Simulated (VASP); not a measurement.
# C (I4_132) in VASP: a series of runs, part 2 of 2

VASP 6.6.1.

**3. Relaxation of cell and atoms, PBE**

This run uses another cell than the first one, of 10.20 Å³/atom, 1.040 times its volume.

INCAR reads:

```
SYSTEM = C
ALGO = Fast
EDIFF = 1E-7
EDIFFG = -0.04
ENCUT = 600
GGA = PE
IBRION = 2
ISIF = 3
ISMEAR = 0
LASPH = .TRUE.
LCHARG = .FALSE.
LREAL = .FALSE.
LWAVE = .FALSE.
NELM = 100
NSW = 90
PREC = Accurate
SIGMA = 0.1
```

KPOINTS reads:

```
k-points
0
G
  6 6 6
  0 0 0
```

POSCAR reads:

```
C
1.0
   -2.4821496100      2.4821496100      2.4821496100
    2.4821496100     -2.4821496100      2.4821496100
    2.4821496100      2.4821496100     -2.4821496100
C
6
Direct
    0.6250000000      0.2500000000      0.8750000000
    0.8750000000      0.6250000000      0.2500000000
    0.7500000000      0.6250000000      0.8750000000
    0.2500000000      0.8750000000      0.6250000000
    0.8750000000      0.7500000000      0.6250000000
    0.6250000000      0.8750000000      0.7500000000
```

Potentials or basis: VASP PAW PBE potentials, release 64 (C).

Started as:

```sh
$ cat potpaw_PBE.64/C/POTCAR > POTCAR
$ mpirun -np 1 vasp_std > vasp.out
```

OUTCAR:

```text
SYSTEM = C
   EDIFF = 1E-7
   EDIFFG = -0.04
   ENCUT = 600
   GGA = PE
   IBRION = 2
   ISIF = 3
   ISMEAR = 0
   LASPH = .TRUE.
   LREAL = .FALSE.
   NELM = 100
   NSW = 90
   PREC = Accurate

 ion  position               nearest neighbor table
   1  0.625  0.250  0.875-   2 1.52   3 1.52   4 1.52   6 1.52
   2  0.875  0.625  0.250-   1 1.52   4 1.52   3 1.52   5 1.52
   3  0.750  0.625  0.875-   1 1.52   2 1.52   5 1.52   6 1.52
   4  0.250  0.875  0.625-   2 1.52   1 1.52   5 1.52   6 1.52
   5  0.875  0.750  0.625-   2 1.52   4 1.52   3 1.52   6 1.52
   6  0.625  0.875  0.750-   1 1.52   4 1.52   3 1.52   5 1.52

  LATTYP: Found a body centered cubic cell.
 ALAT       =     4.9642992200

  Lattice vectors:

 A1 = (  -2.4821496100,   2.4821496100,   2.4821496100)
 A2 = (   2.4821496100,  -2.4821496100,   2.4821496100)
 A3 = (   2.4821496100,   2.4821496100,  -2.4821496100)

Analysis of symmetry for initial positions (statically):
=====================================================================
 Subroutine PRICEL returns:
 Original cell was already a primitive cell.

 Routine SETGRP: Setting up the symmetry group for a
 body centered cubic supercell.

 Subroutine GETGRP returns: Found 24 space group operations
 (whereof  3 operations were pure point group operations)
 out of a pool of 48 trial point group operations.

The static configuration has the point symmetry C_3 .
 The point group associated with its full space group is O   .

Analysis of symmetry for dynamics (positions and initial velocities):
=====================================================================
 Subroutine PRICEL returns:
 Original cell was already a primitive cell.

 Routine SETGRP: Setting up the symmetry group for a
 body centered cubic supercell.

 Subroutine GETGRP returns: Found 24 space group operations
 (whereof  3 operations were pure point group operations)
 out of a pool of 48 trial point group operations.

The dynamic configuration has the point symmetry C_3 .
 The point group associated with its full space group is O   .

 Subroutine INISYM returns: Found 24 space group operations
 (whereof  3 operations are pure point group operations),
 and found     1 'primitive' translations

----------------------------------------------------------------------------------------

                                     Primitive cell

  volume of cell :      61.1708

  direct lattice vectors                    reciprocal lattice vectors
    -2.482149610  2.482149610  2.482149610     0.000000000  0.201438301  0.201438301
     2.482149610 -2.482149610  2.482149610     0.201438301  0.000000000  0.201438301
     2.482149610  2.482149610 -2.482149610     0.201438301  0.201438301  0.000000000

  length of vectors
     4.299209237  4.299209237  4.299209237     0.284876777  0.284876777  0.284876777

  position of ions in fractional coordinates (direct lattice)
     0.625000000  0.250000000  0.875000000
     0.875000000  0.625000000  0.250000000
     0.750000000  0.625000000  0.875000000
     0.250000000  0.875000000  0.625000000
     0.875000000  0.750000000  0.625000000
     0.625000000  0.875000000  0.750000000

  ion indices of the primitive-cell ions
   primitive index   ion index
                 1           1
                 2           2
                 3           3
                 4           4
                 5           5
                 6           6

----------------------------------------------------------------------------------------

 KPOINTS: k-points

Automatic generation of k-mesh.
 Grid dimensions read from file:
 generate k-points for:    6    6    6

 Generating k-lattice:

  Cartesian coordinates                     Fractional coordinates (reciprocal lattice)
     0.000000000  0.033573050  0.033573050     0.166666667  0.000000000  0.000000000
     0.033573050  0.000000000  0.033573050     0.000000000  0.166666667  0.000000000
     0.033573050  0.033573050  0.000000000     0.000000000  0.000000000  0.166666667

  Length of vectors
     0.047479463  0.047479463  0.047479463

  Shift w.r.t. Gamma in fractional coordinates (k-lattice)
     0.000000000  0.000000000  0.000000000

 Subroutine IBZKPT returns following result:
 ===========================================

 Found     16 irreducible k-points:

 Following reciprocal coordinates:
            Coordinates               Weight
  0.000000  0.000000  0.000000      1.000000
  0.166667  0.000000  0.000000     12.000000
  0.333333  0.000000  0.000000     12.000000
  0.500000  0.000000  0.000000      6.000000
  0.166667  0.166667  0.000000     24.000000
  0.333333  0.166667 -0.000000     48.000000
[... 8 lines left out ...]
  0.500000  0.500000  0.333333     12.000000
  0.500000  0.500000  0.500000      1.000000
   k-points           NKPTS =     16   k-points in BZ     NKDIM =     16   number of bands    NBANDS=     16
   number of dos      NEDOS =    301   number of ions     NIONS =      6
   total plane-waves  NPLWV =  46656
   dimension x,y,z NGX =    36 NGY =   36 NGZ =   36
   dimension x,y,z NGXF=    72 NGYF=   72 NGZF=   72
   ions per type =               6
   NGX,Y,Z   is equivalent  to a cutoff of  13.92, 13.92, 13.92 a.u.
   NGXF,Y,Z  is equivalent  to a cutoff of  27.84, 27.84, 27.84 a.u.
 SYSTEM =  C
   PREC   = accura    normal or accurate (medium, high low for compatibility)
   ISTART =      0    job   : 0-new  1-cont  2-samecut
   ICHARG =      2    charge: 1-file 2-atom 10-const
   ISPIN  =      1    spin polarized calculation?
   LNONCOLLINEAR =      F non collinear calculations
   LSORBIT =      F    spin-orbit coupling
   LASPH  =      T    aspherical Exc in radial PAW
   ENCUT  =  600.0 eV  44.10 Ry    6.64 a.u.   8.59  8.59  8.59*2*pi/ulx,y,z
   NELM   =    100;   NELMIN=  2; NELMDL= -5     # of ELM steps
   EDIFF  = 0.1E-06   stopping-criterion for ELM
   LREAL  =      F    real-space projection
   EDIFFG = -.4E-01   stopping-criterion for IOM
   NSW    =     90    number of steps for IOM
   IBRION =      2    ionic relax: 0-MD 1-quasi-New 2-CG
   NFREE  =      1    steps in history (QN), initial steepest desc. (CG)
   ISIF   =      3    stress and relaxation
   ISYM   =      2    0-nonsym 1-usesym 2-fastsym
   POTIM  = 0.5000    time-step for ionic-motion
   TEBEG  =    0.0;   TEEND  =   0.0 temperature during run
   PSTRESS=    0.0 pullay stress
   NELECT =      24.0000    total number of electrons
   NUPDOWN=      -1.0000    fix difference up-down
   EMIN   =  10.00;   EMAX   =-10.00  energy-range for DOS
   EFERMI =   0.00;   METHOD = LEGACY
   ISMEAR =     0;   SIGMA  =   0.10  broadening in eV -4-tet -1-fermi 0-gaus
   EFERMI_NEDOS =   21; number of points for ismear=-14 and -15
   IALGO  =     68    algorithm
   IMIX   =      4    mixing-type and parameters
     AMIX     =   0.40;   BMIX     =  1.00
     AMIX_MAG =   1.60;   BMIX_MAG =  1.00
  volume/ion in A,a.u.               =      10.20        68.80
  Fermi-wavevector in a.u.,A,eV,Ry     =   1.198480  2.264798 19.542772  1.436353
  Thomas-Fermi vector in A             =   2.334367
   LORBIT       =      0    0 simple, 1 ext, 2 COOP (PROOUT), +10 PAW based schemes
   GGA     = PE    functional components
   LHFCALC =     F    Hartree Fock is set to
   AEXX    =    0.0000 exact exchange contribution
   IVDW    =     0    specifies the selected vdW correction
   LEPSILON=     F    determine dielectric tensor
   LRPA    =     F    only Hartree local field effects (RPA)
 conjugate gradient relaxation of ions
 non-spin polarized calculation
 RMM-DIIS sequential band-by-band and
 Gauss-broadening in eV      SIGMA  =   0.10
  energy-cutoff  :      600.00
  volume of cell :       61.17
 maximum number of plane-waves:      2093
 NGX is ok and might be reduce to    36
   NGX = 17   NGY = 17   NGZ = 17

--------------------------------------- Ionic step        1  -------------------------------------------

 number of electron      24.0000004 magnetization

 Free energy of the ion-electron system (eV)
  ---------------------------------------------------
  ext. energy  EPLUGINS =         0.00000000
  ---------------------------------------------------
  free energy    TOTEN  =       -46.32370049 eV

  energy without entropy =      -46.31871286  energy(sigma->0) =      -46.32120668

 E-fermi :   3.6998     XC(G=0):  -9.3351

 val. band max:        3.6236463644   @ k =   0.5000   0.5000   0.3333
 cond. band min:       3.7917543068   @ k =  -0.3333   0.5000   0.1667
 fundamental gap:      0.1681079424
 Fermi energy:         3.6998282831

 k-point     1 :       0.0000    0.0000    0.0000
  band No.  band energies     occupation
      1     -16.4093      2.00000
      2     -11.6612      2.00000
      3     -11.6612      2.00000
      4     -11.6612      2.00000
      5      -4.2550      2.00000
      6      -4.2550      2.00000
[... 8 lines left out ...]
     15      10.5056      0.00000
     16      10.5057      0.00000
[... 360 lines left out ...]
  energy  without entropy=      -46.3359412761  energy(sigma->0) =      -46.33971433

--------------------------------------- Ionic step        3  -------------------------------------------

 number of electron      24.0000000 magnetization

 Free energy of the ion-electron system (eV)
  ---------------------------------------------------
  ext. energy  EPLUGINS =         0.00000000
  ---------------------------------------------------
  free energy    TOTEN  =       -46.38213011 eV

  energy without entropy =      -46.37571631  energy(sigma->0) =      -46.37892321

 E-fermi :   4.0795     XC(G=0):  -9.4943

 val. band max:        4.0261134244   @ k =   0.5000   0.5000   0.3333
 cond. band min:       4.1572553107   @ k =  -0.3333   0.5000   0.1667
 fundamental gap:      0.1311418863
 Fermi energy:         4.0795235914

 k-point     1 :       0.0000    0.0000    0.0000
  band No.  band energies     occupation
      1     -16.4296      2.00000
      2     -11.6059      2.00000
      3     -11.6059      2.00000
      4     -11.6059      2.00000
      5      -4.0375      2.00000
      6      -4.0375      2.00000
[... 8 lines left out ...]
     15      11.0928      0.00000
     16      11.0928      0.00000
[... 316 lines left out ...]
  FREE ENERGIE OF THE ION-ELECTRON SYSTEM (eV)
  ---------------------------------------------------
  free  energy   TOTEN  =       -46.3821301130 eV

  energy  without entropy=      -46.3757163126  energy(sigma->0) =      -46.37892321

 reached required accuracy - stopping structural energy minimisation
```

CONTCAR:

```text
C
   1.00000000000000
    -2.4497083076687445    2.4497083076687445    2.4497083076687445
     2.4497083076687445   -2.4497083076687445    2.4497083076687445
     2.4497083076687445    2.4497083076687445   -2.4497083076687445
  C
     6
Direct
     0.6250000000000000    0.2500000000000000    0.8750000000000000
     0.8750000000000000    0.6250000000000000    0.2500000000000000
     0.7500000000000000    0.6250000000000000    0.8750000000000000
     0.2500000000000000    0.8750000000000000    0.6250000000000000
     0.8750000000000000    0.7500000000000000    0.6250000000000000
     0.6250000000000000    0.8750000000000000    0.7500000000000000

  0.00000000E+00  0.00000000E+00  0.00000000E+00
  0.00000000E+00  0.00000000E+00  0.00000000E+00
  0.00000000E+00  0.00000000E+00  0.00000000E+00
  0.00000000E+00  0.00000000E+00  0.00000000E+00
  0.00000000E+00  0.00000000E+00  0.00000000E+00
  0.00000000E+00  0.00000000E+00  0.00000000E+00
```

Run time: 29 s. Hardware: 1 thread of Intel Xeon 6975P-C (Granite Rapids), shared host; peak memory 0.19 GiB.

What came out:

| Quantity | Value |
| --- | --- |
| Free energy | -46.3821 eV |
| Relaxed volume | 9.80 Å³/atom |
| Relaxed cell | a = 4.243 Å, b = 4.243 Å, c = 4.243 Å, α = 109.47°, β = 109.47°, γ = 109.47° |
| Space group after relaxing (to 0.05 Å) | I4_132 (No. 214) |
| Energy gained by relaxing | 9.7 meV/atom |
| Ionic steps | 3 |
| Pressure after relaxing | 0.0 GPa |
| Band gap on the k mesh | none (metal or under the smearing width) |

The path:
| step | energy change (eV) | largest force (eV/Å) | pressure (GPa) | volume (Å³) |
| --- | --- | --- | --- | --- |
| 1 | 0.0000 | 0.0000 | -7.63 | 61.17 |
| 2 | -0.0198 | 0.0000 | 6.97 | 56.97 |
| 3 | -0.0584 | 0.0000 | -0.03 | 58.80 |

Final structure:
```
CELL_PARAMETERS angstrom
-2.44971 2.44971 2.44971
2.44971 -2.44971 2.44971
2.44971 2.44971 -2.44971
ATOMIC_POSITIONS crystal
C 0.62500 0.25000 0.87500
C 0.87500 0.62500 0.25000
C 0.75000 0.62500 0.87500
C 0.25000 0.87500 0.62500
C 0.87500 0.75000 0.62500
C 0.62500 0.87500 0.75000
```
